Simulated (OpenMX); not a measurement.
BP:

```xyz
2
Lattice="0.0000 2.2690 2.2690 2.2690 0.0000 2.2690 2.2690 2.2690 0.0000" Properties=species:S:1:pos:R:3 pbc="T T T"
P     3.4035    3.4035    3.4035
B     0.0000    0.0000    0.0000
```

Base run:

- Program: OpenMX 3.8.5
- Functional: PBE
- Potentials or basis: OpenMX 2013 PBE set, P7.0-s2p2d1, B7.0-s2p2, grid cutoff 300 Ry
- k mesh: 11 × 11 × 11
- Occupations: fermi-dirac, width 0.05 eV
- Spin: no spin polarisation

Its results: band gap on the k mesh 1.45 eV, indirect (least direct gap 3.54 eV); pressure 1.5 GPa.

Task: The run is repeated on the same cell with these changes: potentials or basis from OpenMX 2013 PBE set, P7.0-s2p2d1, B7.0-s2p2, grid cutoff 300 Ry to OpenMX 2013 PBE set, P7.0-s2p2d1f1, B7.0-s2p2d1, grid cutoff 300 Ry. What comes out?

Result: Band gap on the k mesh 1.32 eV, indirect (least direct gap 3.44 eV); pressure 0.9 GPa.

Caveats: the basis of atomic orbitals isn't converged, which shifts pressures, moduli and gaps.
